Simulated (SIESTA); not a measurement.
Crystal: TiO2.

```
CELL_PARAMETERS angstrom
2.96826 0.00000 0.00000
0.00021 4.70761 0.00000
1.48357 0.24235 7.08346
ATOMIC_POSITIONS crystal
Ti 0.00337 0.00039 0.00070
Ti 0.34464 0.48026 0.31696
Ti 0.66171 0.52047 0.68450
O 0.44004 0.18544 0.12854
O 0.77793 0.29773 0.45188
O 0.10124 0.30895 0.80624
O 0.90650 0.69184 0.19517
O 0.22941 0.70301 0.54951
O 0.56803 0.81530 0.87283
```

The cell comes from a database or a generator and needn't be the stable form of this composition.

| Quantity | Value |
| --- | --- |
| Program | SIESTA 5.4.2 |
| Task | single point |
| Functional | PBE |
| Potentials or basis | PseudoDojo 0.4 standard (PBE files) |
| Basis | DZP (energy shift 0.003 Ry; two zetas on semicore shells) |
| Grid cutoff | 800 Ry |
| Energy shift | 0.003 Ry |
| k mesh | 9 × 6 × 4 |
| Occupations | fermi-dirac, width 0.05 eV |
| Spin | no spin polarisation |

On this cell: pressure 7.1 GPa; largest force 0.523 eV/Å; band gap on the k mesh 2.15 eV, indirect (least direct gap 2.20 eV).

The same run follows on a disturbed copy (atoms moved at random, drawn with an rms of 0.05 Å):

```
CELL_PARAMETERS angstrom
2.96826 0.00000 0.00000
0.00021 4.70761 0.00000
1.48357 0.24235 7.08346
ATOMIC_POSITIONS crystal
Ti 0.00877 0.99892 0.00849
Ti 0.32805 0.47564 0.32241
Ti 0.66837 0.51210 0.68542
O 0.44481 0.18080 0.12610
O 0.78578 0.30000 0.45373
O 0.09817 0.29779 0.80975
O 0.91804 0.69663 0.20506
O 0.21340 0.69829 0.54703
O 0.55912 0.81319 0.87304
```

What does the disturbed cell give?

The energy moves by +16.1 meV/atom; pressure 8.7 GPa; largest force 1.555 eV/Å; band gap on the k mesh 2.16 eV, indirect (least direct gap 2.17 eV).

Forces in eV/Å, atoms in the order of the input:
```
Ti  -0.017 -0.613 -0.715
Ti   0.242  0.501 -0.697
Ti  -0.045  0.353  1.053
O   -0.028  0.610  0.742
O   -0.527 -1.462  0.064
O   -0.153  0.581 -0.571
O   -0.317 -0.119 -0.236
O    0.656  0.597  0.493
O    0.189 -0.447 -0.133
```

Stress tensor (GPa, compression positive):
```
 9.40  1.58 -0.63
 1.58  7.95 -0.05
-0.63 -0.05  8.82
```

Caveats: an odd mesh through Γ misses points on the zone boundary, where band edges often lie; the basis of atomic orbitals isn't converged, which shifts pressures, moduli and gaps.
